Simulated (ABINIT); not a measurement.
Crystal: ZrC.

```xyz
4
Lattice="3.3915 0.0000 0.0000 -1.6957 2.9371 0.0000 0.0000 0.0000 5.2901" Properties=species:S:1:pos:R:3 pbc="T T T"
Zr    1.6957    0.9790    3.9675
Zr    0.0000    1.9581    1.3225
C     0.0000    0.0000    2.6450
C     0.0000    0.0000    0.0000
```

The cell comes from a database or a generator and needn't be the stable form of this composition.

| Item | Value |
| --- | --- |
| Program | ABINIT 10.8.3 (patched build) |
| Task | relaxation of cell and atoms |
| Functional | PBEsol |
| Potentials or basis | PseudoDojo NC SR PBEsol v0.4.1 standard |
| Cutoff | 1116 eV |
| k mesh | 6 × 6 × 4 |
| Occupations | fermi-dirac, width 0.05 eV |
| Spin | no spin polarisation |

At the start: pressure -7.5 GPa; volume 13.17 Å³/atom.

Task: How do energy, volume and symmetry change on relaxing?

Result: Over 5 steps the energy falls by 11.9 meV/atom and the volume is 12.73 Å³/atom (-3.4 %); space group P6_3/mmc (No. 194, to 0.05 Å).

The path:
```
step  energy change (eV)  largest force (eV/Å)  pressure (GPa)  volume (Å³)
   1              0.0000                0.0000           -7.52        52.69
   2             -0.0401                0.0000           -2.61        51.49
   3             -0.0467                0.0000            0.25        50.86
   4             -0.0472                0.0000            0.21        50.87
   5             -0.0475                0.0000            0.00        50.91
```

Final structure:
```
Zr C
1.0
     3.33760    0.00000    0.00000
    -1.66880    2.89045    0.00000
     0.00000    0.00000    5.27767
Zr C
2 2
Direct
  0.66667 0.33333 0.75000
  0.33333 0.66667 0.25000
  0.00000 0.00000 0.50000
  0.00000 0.00000 0.00000
```
